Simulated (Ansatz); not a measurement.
**Eigenvalues along a path: P (beta tin type)**

```yaml
crystal:
  lattice:
    - [-2.43936, 2.43936, 1.26489]
    - [2.43936, -2.43936, 1.26489]
    - [2.43936, 2.43936, -1.26489]
  atoms:
    - { symbol: P, position: [0.62500, 0.87500, 0.75000] }
    - { symbol: P, position: [0.37500, 0.12500, 0.25000] }
```

The cell comes from a relaxation on PAW files under the same functional, begun from a prototype that needn't be the stable phase.

Computed with Ansatz 0.2.0; functional PBE, scalar-relativistic. Settings: a Γ-centred 18×18×18 k mesh, Fermi–Dirac smearing of 0.1 eV, no spin polarisation. Methods: PAW: frozen-core files, cutoff 420 eV.

This run: the series' base cell.

Path points, in fractions of the reciprocal vectors: Γ (0.000, 0.000, 0.000), X (0.000, 0.000, 0.500), M (-0.500, 0.500, 0.500), Z (0.317, 0.317, -0.317), Z0 (-0.317, 0.683, 0.317), P (0.250, 0.250, 0.250). The distance column jumps between branches of the path. Levels in eV from the Fermi level; bands 1 to 7, counted from the lowest band of the run. The gap is zero, the pressure 0.01 GPa.

```
# k(1/Å) point b1 b2 b3 b4 b5 b6 b7
0.000 Γ -16.26 -7.30 -5.00 -5.00 1.22 4.68 4.68
0.228 - -16.08 -8.40 -4.83 -4.25 2.06 3.04 3.90
0.455 - -15.55 -10.21 -4.32 -3.20 1.02 2.33 4.27
0.683 - -14.67 -11.96 -3.46 -2.10 -0.78 0.69 6.11
0.911 X -13.47 -13.47 -2.28 -2.28 -0.81 -0.81 6.10
1.138 - -13.32 -13.32 -4.07 -4.07 1.18 1.18 5.88
1.366 - -12.89 -12.89 -6.12 -6.12 3.65 3.65 5.58
1.594 - -12.31 -12.31 -7.70 -7.70 4.70 4.70 6.46
1.821 M -11.97 -11.97 -8.38 -8.38 4.69 4.69 7.36
2.143 - -13.24 -11.61 -8.06 -6.44 4.12 4.93 5.64
2.465 - -14.86 -10.55 -7.14 -2.86 0.66 5.56 5.71
2.787 - -15.91 -8.85 -5.83 -2.83 1.28 2.74 4.95
3.109 Γ -16.26 -7.30 -5.00 -5.00 1.22 4.68 4.68
3.503 - -15.72 -6.77 -4.56 -4.56 1.78 2.57 2.67
3.897 - -14.10 -5.26 -3.45 -3.45 -1.97 -1.86 2.46
4.291 - -11.57 -6.10 -5.53 -3.56 -3.56 -2.50 1.43
4.685 Z -9.88 -9.04 -6.40 -5.74 -5.74 0.85 4.03
6.136 Z0 -9.88 -9.04 -6.40 -5.74 -5.74 0.85 4.03
6.363 - -10.60 -10.29 -6.86 -6.86 -4.31 3.09 5.86
6.590 - -11.34 -11.20 -7.70 -7.70 -1.55 5.38 7.03
6.817 - -11.82 -11.76 -8.21 -8.21 1.53 6.77 7.33
7.044 M -11.97 -11.97 -8.38 -8.38 4.69 4.69 7.36
7.954 X -13.47 -13.47 -2.28 -2.28 -0.81 -0.81 6.10
8.265 - -13.13 -13.13 -2.07 -2.07 -0.52 -0.52 3.09
8.575 - -12.15 -12.15 -2.23 -2.23 0.03 0.03 0.49
8.886 - -10.58 -10.58 -4.86 -4.86 0.62 0.62 1.63
9.196 P -9.20 -9.20 -6.80 -6.80 1.37 1.37 2.49
```
